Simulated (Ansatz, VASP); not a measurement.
# Cross-check of GaAs between VASP and Ansatz

Wanted: the spread between two codes on one cell, functional and k mesh. The structure shown is the end of the Ansatz relaxation below.

Method: plane waves, with VASP 6.6.1 beside it; single point at LDA, in Ansatz 0.2.0.

### 1. The structure

Symmetry: I-4m2, No. 119, tetragonal system. Conventional cell: a = 3.988 Å, b = 3.988 Å, c = 5.491 Å, α = 90.00°, β = 90.00°, γ = 90.00°. Nearest to Ga lie 4 As at 2.42 Å. Nearest to As lie 4 Ga at 2.42 Å. Farther neighbours are not listed.

### 2. Ansatz: relaxation, LDA

Ansatz runs on its PAW soft_1 files.

This run makes the geometry at which the two programs are then compared.

File input.yaml:

```yaml
crystal:
  lattice:
    - [0.0, 2.8106079569, 2.7456526047]
    - [2.8106079569, 0.0, 2.7456526047]
    - [2.8106079569, 2.8106079569, 0.0]
  atoms:
    - { symbol: Ga, position: [0.0, 0.0, 0.0] }
    - { symbol: As, position: [0.75, 0.75, 0.75] }
  conventional_axes: [[-1, 1, 1], [1, -1, 1], [1, 1, -1]]
kpoints:
  mp_grid: { grid: [20, 20, 20] }
hamiltonian:
  xc: lda
  pseudopotentials: { kind: paw, azcp: { folder: soft_1 }, xc_functional: pbe }
scf:
  occupations: { method: gaussian, width: 0.02 }
output:
  forces: true
  stress: true
  eigenvalues: true
relax:
  adjacent_minimum: "off"
  f_tol: 0.001
  max_steps: 60
  cell: { stress_tol: 0.01, fix: [c, angles] }
```

The run is started by

```
$ ansatz run input.yaml --threads 4 --pin off --max-ram 10240MiB --backend cpu --events-out ev --progress --plain --runs-dir out
```

Numbers of over 12 decimals in the logs are rounded to 6 here.

What it wrote:

```text
Engine: ansatz 0.2.0, aarch64-unknown-linux-gnu
Pseudopotentials: kind: paw
Pseudopotential: Ga, paw, valence charge 13, recommended cutoff 420 eV (normal), soft_1/Ga.paw.azcp
Pseudopotential: As, paw, valence charge 15, recommended cutoff 420 eV (normal), soft_1/As.paw.azcp
Functional definition: SPW92
  exchange = slater_x
  correlation = pw_c
Crystal: 2 atoms, lattice volume = 43.379 Å³
Basis set: ecut = 420 eV, 869 PW (Γ)
Bands: 18, of which v1, the nominal top of the filled ones, is band 14 counted from 1 (13 counted from 0)
Symmetry: 8 space group operations
Space group: I-4m2 (ITA 119), of the structure as read, at distance tolerance 3.5e-5 Å
k-points: 641 of 8000 (time reversal used)
Non-local potential: Ga, projectors of the file, l = 0: 2, l = 1: 2, l = 2: 3, l = 3: 1
Non-local potential: As, projectors of the file, l = 0: 2, l = 1: 2, l = 2: 3, l = 3: 1
PAW form: soft (Blöchl's): semilocal exchange-correlation on the pseudo side does not see the compensation charge
PAW frozen core: Ga, regenerated for the run's functional, and the local potential with it (the file was generated under x = pbe(κ = 0.804, μ = 0.219515), c = pbe(β = 0.066725))
PAW frozen core: As, regenerated for the run's functional, and the local potential with it (the file was generated under x = pbe(κ = 0.804, μ = 0.219515), c = pbe(β = 0.066725))
PAW one-centre angular grid: Ga, 590 points (default); XC on 64 Gauss nodes
PAW one-centre angular grid: As, 590 points (default); XC on 64 Gauss nodes
Initial density: superposition of atomic densities (chi_scale 0.1, normalization cell, long waves kept (reshape's long-wave potential 0.00 eV rms))
Initial wavefunctions: pseudopotential atomic-orbital guess
Functional: x = slater, c = lda
SCF iter   1: F=—  HF=-8481.458138 eV  |F-HF|=—  |Δ(HF+E_count)|=         —  Δρ=4.29e-2  dr2=5.05e-1  ethr=3.10e-3  ⟨swp⟩=6.0  Hψ=57029  notcnv=0
preconditioner: auto → none  [insulator: Δε(μ)=0.573 eV  Ē_g=15.946 eV  σ=0.020 eV  W_gap=1.00  n_scr=14 (ndim 8)  ℏωp=23.9 eV  f_vac=0.000  D(μ)=0.00/eV (n_scr^D=0)  ε∞_Penn≈3.3]
SCF iter   2: F=—  HF=-8481.326950 eV  |F-HF|=—  |Δ(HF+E_count)|=   1.31e-1  Δρ=1.78e-2  dr2=7.99e-2  ethr=1.80e-3  ⟨swp⟩=2.0  Hψ=19230  notcnv=0
SCF iter   3: F=—  HF=-8481.307095 eV  |F-HF|=—  |Δ(HF+E_count)|=   1.99e-2  Δρ=5.30e-3  dr2=5.61e-3  ethr=2.85e-4  ⟨swp⟩=2.2  Hψ=20071  notcnv=0
SCF iter   4: F=—  HF=-8481.302466 eV  |F-HF|=—  |Δ(HF+E_count)|=   4.63e-3  Δρ=9.82e-4  dr2=1.68e-4  ethr=2.00e-5  ⟨swp⟩=2.1  Hψ=19955  notcnv=0
SCF iter   5: F=—  HF=-8481.302475 eV  |F-HF|=—  |Δ(HF+E_count)|=   8.92e-6  Δρ=2.20e-4  dr2=2.06e-5  ethr=5.99e-7  ⟨swp⟩=2.0  Hψ=20517  notcnv=0
SCF iter   6: F=—  HF=-8481.302469 eV  |F-HF|=—  |Δ(HF+E_count)|=   6.50e-6  Δρ=6.02e-5  dr2=9.02e-7  ethr=7.36e-8  ⟨swp⟩=2.0  Hψ=20512  notcnv=0
SCF iter   7: F=—  HF=-8481.302468 eV  |F-HF|=—  |Δ(HF+E_count)|=   2.19e-7  Δρ=1.44e-5  dr2=3.60e-8  ethr=3.57e-10  ⟨swp⟩=6.4  Hψ=61215  notcnv=0
SCF iter   8: F=-8481.302468 eV  HF=-8481.302468 eV  |F-HF|=3.73e-9  |Δ(HF+E_count)|=   1.78e-8  Δρ=3.13e-6  dr2=1.97e-9  ethr=1.29e-10  ⟨swp⟩=5.0  Hψ=45427  notcnv=0
SCF 1 converged in 8 iterations: F = -8481.302468 eV  dr2 = 1.97e-9
  greatest PAW one-centre occupation: 0.999 electrons in one spin orbital (limit 2), on the As atom at site 1 (counted from 0), in its partial waves of l = 2
relax step   1: F+E_penalty+E_count = -8481.30246831 eV  Δ(F+E_penalty+E_count) = +0.000e0 eV  max|allowed force component| = 5.204e-18 eV/Å  Δτ_max = 0.0000 Å  P = +1.053 GPa  Ω = 43.379 Å³  fix = [c, alpha, beta, gamma]  reactions: c +2.004 GPa  (8 SCF iters, dr2 threshold 1.00e-7 eV, accepted)
[...]
relax step   2: F+E_penalty+E_count = -8481.30292171 eV  Δ(F+E_penalty+E_count) = -4.534e-4 eV  max|allowed force component| = 1.060e-17 eV/Å  Δτ_max = 0.0000 Å  P = +0.645 GPa  Ω = 43.605 Å³  energy of the carried Pulay correction = -3.770e-5 eV  fix = [c, alpha, beta, gamma]  reactions: c +1.695 GPa  (4 SCF iters, dr2 threshold 2.00e-7 eV, accepted)
[...]
relax step   3: F+E_penalty+E_count = -8481.30293424 eV  Δ(F+E_penalty+E_count) = -1.253e-5 eV  max|allowed force component| = 4.770e-18 eV/Å  Δτ_max = 0.0000 Å  P = +0.540 GPa  Ω = 43.664 Å³  energy of the carried Pulay correction = -4.754e-5 eV  fix = [c, alpha, beta, gamma]  reactions: c +1.616 GPa  (3 SCF iters, dr2 threshold 3.57e-8 eV, accepted)
[...]
relax step   4: F+E_penalty+E_count = -8481.30298198 eV  Δ(F+E_penalty+E_count) = -4.774e-5 eV  max|allowed force component| = 4.770e-18 eV/Å  Δτ_max = 0.0000 Å  P = +0.540 GPa  Ω = 43.664 Å³  fix = [c, alpha, beta, gamma]  reactions: c +1.616 GPa  stress off target by 1.88e-3 GPa on what of the cell is left free  SCF on the basis re-selected at this cell (its energy is not comparable with the rows above)  (7 SCF iters)
basis re-selected at this cell: Δ(F+E_penalty+E_count) = -4.774e-5 eV, ΔP = +0.000 GPa vs the last step (what re-selecting the basis moved, of the pressure what is left beyond the Pulay correction that the steps carried, after the strain that the cell walked since its last selection, with what the two solves' SCF thresholds leave and, on support functions, any second-order correction that the steps lacked; it is no m [...]
SCF converged after 7 iterations
Free energy (F): -8481.302982 eV
Harris-Foulkes:  -8481.302982 eV  (|F-HF|=1.82e-12)
Internal energy: -8481.302982 eV  (E = F + TS)
E sigma→0 (E₀):  -8481.302982 eV
Fermi energy:    8.391602 eV
--- Per-component energies (eV) ---
  E_band       = -320.176550
  E_kinetic    = 211.541480
  E_local      = -3616.808130  (includes V_loc(G=0)·N_el)
  E_nonlocal   = -481.065093
  E_hartree    = 2112.636001
  E_xc         = -134.005020
  E_vxc        = -131.337926  (∫ρ·V_xc dr)
  E_paw        = -3847.525643  (= ΣΔE_a)
  E_vpaw       = -527.778643  (= ΣTr[D̂ρ^β])
  E_aug_tail   = -0.000238  (compensation charges beyond the density's cutoff)
  E_ewald      = -2729.880052
  E_core_change = 3.803710  (= ΣΔE_core)
  E_smearing   = -0.000000  (= −TS)
  E_closure    = 0.000000  (closes the sum)
  Σ components = -8481.302982   (vs F -8481.302982, Δ=0.00e0)
--- Forces (eV/Å), atoms counted from 1 ---
  atom   1  Ga     0.00000000    -0.00000000    -0.00000000
  atom   2  As     0.00000000     0.00000000    -0.00000000
  max |Σ_I F_I| component: 1.13e-17 eV/Å
--- Stress (GPa, compression-positive) ---
        0.001880      -0.000000      -0.000000
       -0.000000       0.001880       0.000000
       -0.000000       0.000000       1.616102
  P = ⅓ Tr σ = 0.5400 GPa (5.400 kbar)
--- Band table (eV; the first three rows and the last of 641) ---
  k-point 0: bands = [... 10 lower, -4.9577, 8.0210, 8.0210, 8.1714, 8.6118, 11.7268, 11.7991, 11.7991]
  k-point 1: bands = [... 10 lower, -4.9266, 7.4209, 7.9735, 8.0817, 9.1224, 11.7683, 11.8651, 11.8659]
  k-point 2: bands = [... 10 lower, -4.8343, 6.5178, 7.8448, 7.9616, 9.5720, 11.9388, 12.0414, 12.0952]
  k-point 640: bands = [... 10 lower, -2.2466, 1.1551, 5.1468, 5.1468, 9.2516, 9.4452, 18.3985, 18.3985]
--- Relaxed structure (3 steps of the walk, 3 accepted, 1 SCFs on fresh bases) ---
  F+E_penalty+E_count = -8481.30298198 eV   max|allowed force component| = 4.770e-18 eV/Å   (the final SCF, on the basis selected at the relaxed cell)
  cell:  # Å, volume = 43.6642 Å³
    - [0, 2.819842, 2.7456526047]
    - [2.819842, 0, 2.7456526047]
    - [2.819842, 2.819842, 0]
  atoms:
    - { symbol: Ga, position: [0, 0, 0] }
    - { symbol: As, position: [0.750000, 0.750000, 0.750000] }
```

### 3. VASP: single point, LDA, pair 1

The same cell, functional (in two slightly different forms), mesh and smearing now go to VASP, with its own data sets.

Lines of VASP's logs that name or quote its potential files are left out, and so is its time.

File INCAR:

```
SYSTEM = GaAs
PREC = Accurate
ENCUT = 500
EDIFF = 1E-06
NELM = 120
ISMEAR = 0
SIGMA = 0.02
LREAL = .FALSE.
ALGO = Normal
GGA = CA
NBANDS = 15
LORBIT = 11
LWAVE = .FALSE.
LCHARG = .FALSE.
ISIF = 2
LASPH = .TRUE.
GGA_COMPAT = .FALSE.
EFERMI = MIDGAP
KPAR = 2
```

File POSCAR:

```
GaAs
1.0
    0.0000000000      2.8198417063      2.7456526047
    2.8198417063      0.0000000000      2.7456526047
    2.8198417063      2.8198417063      0.0000000000
Ga As
1 1
Direct
    0.0000000000      0.0000000000      0.0000000000
    0.7500000000      0.7500000000      0.7500000000
```

File KPOINTS:

```
Automatic mesh
0
Gamma
20 20 20
0 0 0
```

PAW data sets: Ga_d and As (LDA family, release 64).

The run is started by

```
$ mpirun -np 2 vasp_std
```

What it wrote:

```text
[banner, memory and clock lines left out]
running    2 mpi-ranks, on    1 nodes
 distrk:  each k-point on    1 cores,    2 groups
 distr:  one band on    1 cores,    1 groups

 POSCAR found type information on POSCAR GaAs
 POSCAR found :  2 types and       2 ions
 LDA part: xc-table for (Slater(with rela. corr.)+CA(PZ))
 , standard interpolation
 POSCAR, INCAR and KPOINTS ok, starting setup
 FFT: planning ... GRIDC
 FFT: planning ... GRID_SOFT
 FFT: planning ... GRID
 WAVECAR not read
 entering main loop
       N       E                     dE             d eps       ncg     rms          rms(c)
DAV:   1     0.812461078348E+02    0.81246E+02   -0.88990E+03 19675   0.163E+03
DAV:   2    -0.344888646069E+01   -0.84695E+02   -0.81009E+02 21701   0.315E+02
DAV:   3    -0.977447702943E+01   -0.63256E+01   -0.63018E+01 23472   0.690E+01
DAV:   4    -0.987304868204E+01   -0.98572E-01   -0.98551E-01 23181   0.956E+00
DAV:   5    -0.987450179415E+01   -0.14531E-02   -0.14531E-02 24716   0.103E+00    0.310E+00
DAV:   6    -0.968377742219E+01    0.19072E+00   -0.23131E-01 29951   0.895E+00    0.182E+00
DAV:   7    -0.964042083289E+01    0.43357E-01   -0.68475E-02 27588   0.205E+00    0.527E-01
DAV:   8    -0.963725927102E+01    0.31616E-02   -0.92002E-03 24263   0.111E+00    0.112E-01
DAV:   9    -0.963722589727E+01    0.33374E-04   -0.71918E-04 23727   0.336E-01    0.416E-02
DAV:  10    -0.963723021170E+01   -0.43144E-05   -0.41771E-05 29898   0.724E-02    0.218E-02
DAV:  11    -0.963723489262E+01   -0.46809E-05   -0.66892E-06 22562   0.405E-02    0.255E-03
DAV:  12    -0.963723477003E+01    0.12259E-06   -0.42340E-07 15404   0.102E-02
   1 F= -.96372348E+01 E0= -.96372348E+01  d E =-.189269E-69
```

OUTCAR, selected parts (step 3):

```text
ion  position               nearest neighbor table
   1  0.000  0.000  0.000-   2 2.42   2 2.42   2 2.42   2 2.42
   2  0.750  0.750  0.750-   1 2.42   1 2.42   1 2.42   1 2.42

  LATTYP: Found a body centered tetragonal cell.
 ALAT       =     3.9878583848
 C/A-ratio  =     1.3770060718

 Subroutine GETGRP returns: Found  8 space group operations
 (whereof  8 operations were pure point group operations)

The static configuration has the point symmetry D_2d.

 Found    641 irreducible k-points:

   k-points           NKPTS =    641   k-points in BZ     NKDIM =    641   number of bands    NBANDS=     15

   dimension x,y,z NGX =    30 NGY =   30 NGZ =   30
   dimension x,y,z NGXF=    60 NGYF=   60 NGZF=   60

   ENCUT  =  500.0 eV  36.75 Ry    6.06 a.u.   7.18  7.18  7.27*2*pi/ulx,y,z

   NELECT =      18.0000    total number of electrons

 k-points in reciprocal lattice and weights: Automatic mesh
   0.00000000  0.00000000  0.00000000       0.000
   0.05000000  0.00000000  0.00000000       0.001
   0.10000000  0.00000000  0.00000000       0.001
   0.15000000  0.00000000  0.00000000       0.001
   0.20000000  0.00000000  0.00000000       0.001
   0.25000000 -0.00000000  0.00000000       0.001
   0.30000000  0.00000000  0.00000000       0.001
   0.35000000  0.00000000  0.00000000       0.001
   0.40000000 -0.00000000  0.00000000       0.001
[...]
-0.30000000  0.20000000  0.50000000       0.001
  -0.25000000  0.25000000  0.50000000       0.000

 average (electrostatic) potential at core
       1 -67.2393       2 -53.4887

 E-fermi :   4.4745

 k-point     1 :       0.0000    0.0000    0.0000
  band No.  band energies     occupation
    ...
      5     -10.7731      2.00000
      6      -8.8812      2.00000
      7       4.0808      2.00000
      8       4.0808      2.00000
      9       4.2314      2.00000
     10       4.7176      0.00000
     11       7.7703      0.00000
     12       7.8427      0.00000
     13       7.8427      0.00000
     14      11.5880      0.00000
    ...

 k-point     2 :       0.0500    0.0000    0.0000
  band No.  band energies     occupation
    ...
      5     -10.7731      2.00000
      6      -8.8502      2.00000
      7       3.4929      2.00000
      8       4.0331      2.00000
      9       4.1417      2.00000
     10       5.2146      0.00000
     11       7.8128      0.00000
     12       7.9089      0.00000
     13       7.9104      0.00000
     14      11.7754      0.00000
    ...

 k-point     3 :       0.1000    0.0000    0.0000
  band No.  band energies     occupation
    ...
      5     -10.7731      2.00000
      6      -8.7579      2.00000
      7       2.5900      2.00000
      8       3.9039      2.00000
      9       4.0209      2.00000
     10       5.6591      0.00000
     11       7.9857      0.00000
     12       8.0856      0.00000
     13       8.1437      0.00000
     14      12.2665      0.00000
    ...

  Total        0.0895175      0.0895175      0.5275344      0.0000000      0.0000000      0.0000000
  in kB        3.2846848      3.2846848     19.3569226      0.0000000      0.0000000      0.0000000
  external PRESSURE =       8.6420974 kB  Pullay stress =       0.0000000 kB

  energy-cutoff  :      500.00
  volume of cell :       43.66
      direct lattice vectors                 reciprocal lattice vectors
     0.000000000  2.819841706  2.745652605    -0.177314918  0.177314918  0.182106068
     2.819841706  0.000000000  2.745652605     0.177314918 -0.177314918  0.182106068
     2.819841706  2.819841706  0.000000000     0.177314918  0.177314918 -0.182106068

 POSITION                                       TOTAL-FORCE (eV/Angst)
 -----------------------------------------------------------------------------------
      0.00000      0.00000      0.00000        -0.000000     -0.000000     -0.000000
      4.22976      4.22976      4.11848         0.000000      0.000000      0.000000
 -----------------------------------------------------------------------------------
    total drift:                                0.000000      0.000000      0.000001

  FREE ENERGIE OF THE ION-ELECTRON SYSTEM (eV)
  ---------------------------------------------------
  free  energy   TOTEN  =        -9.6372347700 eV

  energy  without entropy=       -9.6372347700  energy(sigma->0) =       -9.63723477

 total charge
# of ion       s       p       d       tot
------------------------------------------
    1        0.895   0.840   9.999  11.734
    2        1.216   1.618   0.034   2.867
--------------------------------------------------
tot          2.111   2.457  10.033  14.602

[... 3 further parts left out ...]
```

The run ends at a pressure of 0.86 GPa.

### 4. Comparison

Known differences besides the potentials themselves: the two LDA forms differ slightly; the data sets hold 28 valence electrons in Ansatz (on its PAW soft_1 files) and 18 in VASP; the cutoff is 420 eV in Ansatz and 500 eV in VASP; VASP's log shows a relativistic correction to its local exchange, Ansatz's none; Ansatz's pressure holds a Pulay correction, VASP's none. Total energies have different zeros and are not compared.

Compared:

| quantity | Ansatz | VASP | difference |
| --- | --- | --- | --- |
| pressure (GPa) | 0.54 | 0.86 | -0.32 |
| gap on the k mesh (eV) | 0.440 | 0.486 | -0.046 |

A gap on the mesh is an upper bound, since the band edges may lie between its points.

### 5. Ansatz: relaxation, LDA

This run makes the geometry at which the two programs are then compared. The cell compared in this pair holds 43.82 Å³, against 43.66 Å³ for the pair before.

The structure compared here is the end of the Ansatz relaxation.

input.yaml, as its differences from that of step 2:

```diff
@@ -2,5 +2,5 @@
   lattice:
-    - [0.0, 2.8106079569, 2.7456526047]
-    - [2.8106079569, 0.0, 2.7456526047]
-    - [2.8106079569, 2.8106079569, 0.0]
+    - [0.0, 2.8016863313, 2.773669468]
+    - [2.8016863313, 0.0, 2.773669468]
+    - [2.8016863313, 2.8016863313, 0.0]
   atoms:
```

The run is started by

```
$ ansatz run input.yaml --threads 4 --pin off --max-ram 10240MiB --backend cpu --events-out ev --progress --plain --runs-dir out
```

What it wrote:

```text
[...]
Crystal: 2 atoms, lattice volume = 43.544 Å³
Basis set: ecut = 420 eV, 869 PW (Γ)
Bands: 18, of which v1, the nominal top of the filled ones, is band 14 counted from 1 (13 counted from 0)
Symmetry: 8 space group operations
[...]
k-points: 641 of 8000 (time reversal used)
[...]
k-point 640: bands = [... 10 lower, -2.3217, 1.0653, 5.1701, 5.1701, 9.2635, 9.4828, 18.3195, 18.3195]
--- Relaxed structure (3 steps of the walk, 3 accepted, 1 SCFs on fresh bases) ---
[...]
cell:  # Å, volume = 43.8213 Å³
    - [0, 2.810608, 2.773669468]
    - [2.810608, 0, 2.773669468]
    - [2.810608, 2.810608, 0]
  atoms:
    - { symbol: Ga, position: [0, 0, 0] }
    - { symbol: As, position: [0.75, 0.75, 0.75] }
[key lines of the parts left out:]
SCF converged after 6 iterations
Free energy (F): -8481.306369 eV
Fermi energy:    8.305692 eV
P = ⅓ Tr σ = 0.2759 GPa (2.759 kbar)
```

### 6. VASP: single point, LDA, pair 2

The same cell, functional (in two slightly different forms), mesh and smearing now go to VASP, with its own data sets.

INCAR is that of step 3.

File POSCAR:

```
GaAs
1.0
    0.0000000000      2.8106079569      2.7736694680
    2.8106079569      0.0000000000      2.7736694680
    2.8106079569      2.8106079569      0.0000000000
Ga As
1 1
Direct
    0.0000000000      0.0000000000      0.0000000000
    0.7500000000      0.7500000000      0.7500000000
```

KPOINTS is that of step 3.

The run is started by

```
$ mpirun -np 2 vasp_std
```

What it wrote:

```text
[... set-up lines as in an earlier step ...]
 entering main loop
       N       E                     dE             d eps       ncg     rms          rms(c)
DAV:   1     0.813072611486E+02    0.81307E+02   -0.88979E+03 19620   0.163E+03
DAV:   2    -0.337530588423E+01   -0.84683E+02   -0.81004E+02 21701   0.315E+02
DAV:   3    -0.977603689869E+01   -0.64007E+01   -0.63768E+01 23675   0.692E+01
DAV:   4    -0.987532453230E+01   -0.99288E-01   -0.99264E-01 22934   0.958E+00
[...]
DAV:  10    -0.964092449594E+01   -0.45021E-05   -0.41389E-05 30033   0.714E-02    0.218E-02
DAV:  11    -0.964092921688E+01   -0.47209E-05   -0.66578E-06 22450   0.404E-02    0.251E-03
DAV:  12    -0.964092909645E+01    0.12043E-06   -0.41880E-07 15530   0.101E-02
   1 F= -.96409291E+01 E0= -.96409291E+01  d E =-.214937E-76
```

Parts of OUTCAR (step 6):

```text
  Total        0.0879954      0.0879954      0.3119700      0.0000000     -0.0000000      0.0000000
  in kB        3.2172535      3.2172535     11.4061257      0.0000000     -0.0000000      0.0000000
  external PRESSURE =       5.9468775 kB  Pullay stress =       0.0000000 kB

 POSITION                                       TOTAL-FORCE (eV/Angst)
 -----------------------------------------------------------------------------------
      0.00000      0.00000      0.00000         0.000000      0.000000     -0.000000
      4.21591      4.21591      4.16050        -0.000000     -0.000000      0.000000
 -----------------------------------------------------------------------------------
    total drift:                                0.000000      0.000000      0.000001

  FREE ENERGIE OF THE ION-ELECTRON SYSTEM (eV)
  ---------------------------------------------------
  free  energy   TOTEN  =        -9.6409290965 eV

  energy  without entropy=       -9.6409290965  energy(sigma->0) =       -9.64092910

[... 1 part as in an earlier step ...]

[... 2 further parts left out ...]
[key lines of the parts left out:]
E-fermi :   4.4023
```

The run ends at a pressure of 0.59 GPa.

(Part 1 of 2 ends here.)

[Lines on the potential files, build, host, timing and source positions are cut from VASP's logs without a mark.]

[Logs are printed without paths, hosts, clocks, repeated set-up lines and the standing remarks that a program may print on its own settings, such as how far it seeks lower states.]

[Hosts, paths, dates, database ids (printed as entryN), source tags and the programs' standing remarks are cut or masked in the printed files.]
